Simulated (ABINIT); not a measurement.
Runs of ABINIT 10.8.3 (patched build) on AgBr. The structure is cubic, space group Fm-3m (No. 225). The conventional cell has a = 5.740 Å, b = 5.740 Å, c = 5.740 Å, α = 90.00°, β = 90.00°, γ = 90.00°. Around Ag (site symmetry m-3m) lie 6 Br at 2.87 Å. Around Br (site symmetry m-3m) lie 6 Ag at 2.87 Å. 

```tsv
task	level	spin	dispersion computed by	gap on the mesh (eV)	pressure (GPa)	V0 of scaled cells (Å³/atom)	B0 (GPa)
equation of state	PW91	off	-	-	-	24.73	40
band structure	WC	off	-	0.48	-1.6	-	-
band structure	WC	SOC, no magnetisation	-	0.40	-1.6	-	-
band structure	BLYP	off	-	0.72	6.1	-	-
band structure	BLYP	SOC, no magnetisation	-	(b)	6.1	-	-
band structure	RPBE	off	-	0.83	5.2	-	-
equation of state	WC	off	-	-	-	22.88	54
band structure	BP86	off	-	0.64	(a)	-	-
```

Alike in all rows: potentials or basis JTH PAW PBE v2.0; cell as given; k mesh 8 × 8 × 8; cutoff (eV) 463; smearing fermi-dirac 0.05 eV.

**Question.** Fill in the values left out.

**Answer.** (a) 2.3; (b) 0.63.

Caveats: the PAW data sets were made with another functional, which shifts forces and pressure a little; pressures at fixed basis lie under the slope of the energies (some runs).

A k mesh can miss the band edges, and rows without SOC leave out spin-orbit coupling on Ag, Br.

Runs at the PBE level aren't shown here.
